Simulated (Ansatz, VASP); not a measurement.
## Two plane-wave programs on NaI

The input INCAR:

```
SYSTEM = NaI
PREC = Accurate
ENCUT = 520
EDIFF = 1E-7
ISMEAR = 0
SIGMA = 0.05
LREAL = .FALSE.
LASPH = .TRUE.
NELM = 80
ALGO = Normal
ISIF = 2
LWAVE = .FALSE.
LCHARG = .TRUE.
GGA = PE
LELF = .TRUE.
LVHAR = .TRUE.
NBANDS = 14
```

KPOINTS

```
regular mesh
0
G
  6 6 6
  0 0 0
```

POSCAR

```
NaI
1.0
    0.0000000000      3.3334920000      3.2849460000
    3.3334920000      0.0000000000      3.2849460000
    3.3334920000      3.3334920000      0.0000000000
Na I
1 1
Direct
    0.0000000000      0.0000000000      0.0000000000
    0.5000000000      0.5000000000      0.5000000000
```

Input for Ansatz:

```yaml
crystal:
  lattice:
    - [0.0, 3.333492, 3.284946]
    - [3.333492, 0.0, 3.284946]
    - [3.333492, 3.333492, 0.0]
  atoms:
    - { symbol: Na, position: [0.0, 0.0, 0.0] }
    - { symbol: I, position: [0.5, 0.5, 0.5] }
basis:
  ecutwfc: 420
kpoints:
  mp_grid: { grid: [6, 6, 6] }
hamiltonian:
  xc: pbe
scf:
  occupations: { method: gaussian, width: 0.05 }
output:
  forces: true
  stress: true
  eigenvalues: true
```

Change from the starting cell: strain +0.030 along x and y, +0.015 along z, atoms carried along.

Alike in both runs: task single point; functional PBE; k mesh 6 × 6 × 6; occupations gaussian, width 0.05 eV; no spin polarisation.

|  | VASP | Ansatz |
| --- | --- | --- |
| version | VASP 6.6.1 | Ansatz 0.2.0 |
| potentials or method | VASP PAW PBE potentials, release 64 (Na_pv, I) | scalar-relativistic, plane waves, PAW |
| plane-wave cutoff (eV) | 520 | 420 |
| valence electrons in the cell | 14 | 26 |

```csv
,VASP,Ansatz,Ansatz less VASP
gap on the k mesh at the Fermi level (eV),3.45,3.45,+0.003
least direct gap on the mesh (eV),3.45,3.45,+0.003
pressure (GPa),-0.6,-0.6,-0.01
largest component of the traceless stress (GPa),0.16,0.16,-0.002
```

The functional is the same, so the differences come from potentials, cutoffs and numerics. The two sets of potentials don't hold the same shells in valence.

Caveats: spin-orbit coupling is left out, which moves the levels of the heavy elements.
